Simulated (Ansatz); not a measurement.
# Elastic constants of Pt at 15 GPa (stress–strain coefficients): input and output

Level of theory: DFT PBEsol, scalar-relativistic, plane waves, PAW in Ansatz 0.2.0.

Launched with:
```bash
ansatz run input.yaml --threads 1 --pin off --max-ram 3072MiB --backend cpu --events-out ev --progress --plain --runs-dir out
```

Input (bare energies are in eV):
```yaml
crystal:
  lattice:
    - [0.0, 1.9305860671, 1.9305860671]
    - [1.9305860671, 0.0, 1.9305860671]
    - [1.9305860671, 1.9305860671, 0.0]
  atoms:
    - { symbol: Pt, position: [0.0, 0.0, 0.0] }
basis:
  ecutwfc: 420
kpoints:
  mp_grid: { grid: [20, 20, 20] }
hamiltonian:
  xc: pbesol
scf:
  occupations: { method: fermi_dirac, width: 0.15 }
output:
  forces: true
  stress: true
  eigenvalues: true
elastic:
  mode: relaxed_ion
  amplitude: 0.005
```

From the output:
```
--- Elastic constants: 2 strain directions × 4 members + reference (group order 48) ---
  dense FFT box of the reference and of every strained cell: 20×20×20
  strains applied: 11, 23; error gains: componentwise 1.00 (the most a stress slope's error grows in a printed constant), spectral 1.73 (1 for all six strains in a standard setting)
  C = ∂σ_k/∂η_j (tension-positive GPa; Voigt order 11 22 33 23 13 12):
       448.295    318.013    318.013      0.000      0.000     -0.000
       318.013    448.295    318.013      0.000      0.000      0.000
       318.013    318.013    448.295     -0.000     -0.000      0.000
         0.000      0.000      0.000    120.083      0.000     -0.000
         0.000      0.000     -0.000     -0.000    120.083      0.000
        -0.000      0.000     -0.000     -0.000     -0.000    120.083
  reference stress σ⁰ (GPa):    -15.009    -15.009    -15.009      0.000      0.000     -0.000
  C* (energy form; C + prestress term) asymmetry max|C*_kj − C*_jk| = 5.684e-14 GPa — a small one proves nothing (zero by symmetry where the batch's group is 432, −43m or m−3m); a large one is finite-difference/SCF noise where every solve ...
  moduli (Voigt/Reuss/Hill, GPa): K = 361.44/361.44/361.44   G = 98.11/89.79/93.95   E = 259.37   ν = 0.380
  mechanically stable: yes (min eigenvalue of sym C = 120.08 GPa)
  strain η (Voigt 11):  stress-route row diagonal C_11 = 448.30 GPa, energy-path curvature d²(F+E_count+ΔE)/dδ²/Ω₀ = 448.30 GPa
    cells at ±δ against ±2δ: C31 318.09 and 318.31 GPa, apart by 0.05 % of the column's largest entry
         δ    σ_11 (GPa) F (eV) n_scf n_hpsi n_pw
    -1.000e-2     -19.6224      -12383.8343600       7  160435    295   relax 0 steps, max|allowed force component| 0.00e0 eV/Å
    -5.000e-3     -17.2828      -12383.8426451       4  133950    295   relax 0 steps, max|allowed force component| 0.00e0 eV/Å
     5.000e-3     -12.7997      -12383.8561376       4  128600    295   relax 0 steps, max|allowed force component| 0.00e0 eV/Å
     1.000e-2     -10.6551      -12383.8614027       6  135156    298   relax 0 steps, max|allowed force component| 0.00e0 eV/Å
  strain η (Voigt 23):  stress-route row diagonal C_44 = 120.08 GPa, energy-path curvature d²(F+E_count+ΔE)/dδ²/Ω₀ = 127.58 GPa
    cells at ±δ against ±2δ: C44 120.12 and 120.24 GPa, apart by 0.10 % of the column's largest entry
         δ    σ_23 (GPa) F (eV) n_scf n_hpsi n_pw
    -1.000e-2      -1.2024      -12383.8493221       8  297756    295   relax 0 steps, max|allowed force component| 0.00e0 eV/Å
    -5.000e-3      -0.6006      -12383.8497517       4  228769    295   relax 0 steps, max|allowed force component| 0.00e0 eV/Å
     5.000e-3       0.6006      -12383.8497517       4  223538    295   relax 0 steps, max|allowed force component| 0.00e0 eV/Å
     1.000e-2       1.2024      -12383.8493221       6  244023    295   relax 0 steps, max|allowed force component| 0.00e0 eV/Å
```

Time: 54 s on 1 thread of Intel(R) Xeon(R) Platinum 8488C (Sapphire Rapids), on a shared host, peak memory 0.56 GiB.

In a metal, frequencies and elastic constants depend on the k mesh and the smearing, soft modes and shear constants most. Spin–orbit coupling is left out, which can shift energies with elements as heavy as these.